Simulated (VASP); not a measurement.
**TiN: relaxation of cell and atoms with PBE**

TiN:

```
CELL_PARAMETERS angstrom
0.00000 2.11900 2.11900
2.11900 0.00000 2.11900
2.11900 2.11900 0.00000
ATOMIC_POSITIONS crystal
Ti 0.00000 0.00000 0.00000
N 0.50000 0.50000 0.50000
```

- Program: VASP 6.6.1
- Task: relaxation of cell and atoms
- Functional: PBE
- Potentials or basis: VASP PAW PBE potentials, release 64 (Ti_sv, N)
- Cutoff: 520 eV
- k mesh: 18 × 18 × 18
- Occupations: gaussian, width 0.02 eV
- Spin: no spin polarisation
- Further INCAR settings: ALGO = Normal; EDIFF = 1e-07; IBRION = 2; EDIFFG = -0.002; NSW = 80; ISIF = 3

The relaxed volume is 9.59 Å³/atom and the relaxed cell is a = 3.005 Å, b = 3.005 Å, c = 3.005 Å, α = 60.00°, β = 60.00°, γ = 60.00°. The space group after relaxing (to 0.05 Å) is Fm-3m (No. 225). The energy gained by relaxing is 0.5 meV/atom and the ionic steps are 3. The pressure after relaxing is 0.0 GPa and the band gap on the k mesh is none (metal or under the smearing width).

Step by step:
```tsv
step	energy change (eV)	largest force (eV/Å)	pressure (GPa)	volume (Å³)
1	0.0000	0.0000	2.21	19.03
2	0.0010	0.0000	-2.98	19.39
3	-0.0010	0.0000	0.00	19.18
```

Final structure:
```yaml
crystal:
  lattice:
    - [0.00000, 2.12454, 2.12454]
    - [2.12454, 0.00000, 2.12454]
    - [2.12454, 2.12454, 0.00000]
  atoms:
    - { symbol: Ti, position: [0.00000, 0.00000, 0.00000] }
    - { symbol: N, position: [0.50000, 0.50000, 0.50000] }
```

Levels at points of the mesh, in eV from the Fermi level:
| k point | band 7 | band 8 | band 9 | band 10 | band 11 | band 12 |
| --- | --- | --- | --- | --- | --- | --- |
| (0.00, 0.00, 0.00) | -2.03 | -2.03 | -0.60 | -0.60 | -0.60 | 0.58 |
| (0.50, 0.00, 0.00) | -5.44 | -5.44 | 1.67 | 1.67 | 2.34 | 5.69 |
| (0.50, 0.50, 0.00) | -3.22 | -3.22 | -3.03 | 1.63 | 2.37 | 2.37 |

Wall time 61 s on 1 thread of AMD EPYC 9R45 96-Core Processor (Zen 5) (shared host), peak memory 0.15 GiB.

PBE usually gives volumes a little too large and moduli too small. Zero-point motion and thermal expansion aren't in these numbers.
